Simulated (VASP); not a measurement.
# P, self-consistent run: which settings are enough?

P, Cmce (no. 64), 4 atoms in the cell. LAK; PAW potentials P (PBE set). VASP 6.6.1.

Wanted: energy within 0.2 meV/atom; levels at the zone centre within 0.003 eV.

What the run is for: comparing ways to start; Accuracy asked: tight.

Levels at the zone centre: counted from the valence top at that point.

POSCAR:
```
P
1.0
    1.6477431241     -5.4650377251      0.0000000000
    1.6477431241      5.4650377251      0.0000000000
    0.0000000000      0.0000000000      4.5436355900
P
4
Direct
    0.9041431300      0.0958568700      0.5888151700
    0.0958568700      0.9041431300      0.4111848300
    0.5958568700      0.4041431300      0.0888151700
    0.4041431300      0.5958568700      0.9111848300
```

## How the run starts (with a second run first, the time holds both)

| How the run starts (with a second run first, the time holds both) | Energy less reference (meV/atom) | Levels at the zone centre, largest deviation (eV) | Time (s) |
|---|---|---|---|
| from scratch: 18 SCF iterations | 0.00 | 0.0000 | 258 |
| PBE orbitals (WAVECAR): 12 + 11 SCF iterations | 0.00 | 0.0002 | 210 |
| PBE density (CHGCAR): 12 + 18 SCF iterations | 0.00 | 0.0002 | 314 |
| loose PBE orbitals: 9 + 11 SCF iterations | 0.00 | 0.0002 | 232 |

Chosen: from scratch: 18 SCF iterations; no other choice that stays within half of the tolerance saves 30 % of the time.

The chosen settings are those of the reference run.

Values of the reference run: Levels at the zone centre: -1.562, 0, 2.158 eV from the valence top at Gamma.

## The input

INCAR:
```
SYSTEM = P
ALGO     = Normal         ! electronic algorithm
EDIFF    = 1E-6           ! SCF threshold, eV
EFERMI   = MIDGAP       
ENCUT    = 440            ! plane-wave cutoff, eV
GGA_COMPAT= .False.      
ISIF     = 2              ! what is computed and relaxed
ISMEAR   = 0              ! smearing method
LASPH    = .True.         ! aspherical terms in the spheres
LCHARG   = .False.        ! write CHGCAR
LMIXTAU  = .True.       
LREAL    = .False.        ! projectors in reciprocal space
LWAVE    = .False.        ! write WAVECAR
METAGGA  = LAK            ! meta-GGA
NELM     = 120            ! most SCF steps
PREC     = Accurate       ! precision mode
SIGMA    = 0.03           ! smearing width, eV
```

KPOINTS:
```
k-points
0
Gamma
  8 8 5
```

Commands:
```
cat potpaw_PBE.64/P/POTCAR > POTCAR
mpirun -np 1 vasp_std > vasp.out
```

The chosen input took VASP 6.6.1 258 s on 1 core (Intel Xeon 6975P-C (Granite Rapids)), a shared host.
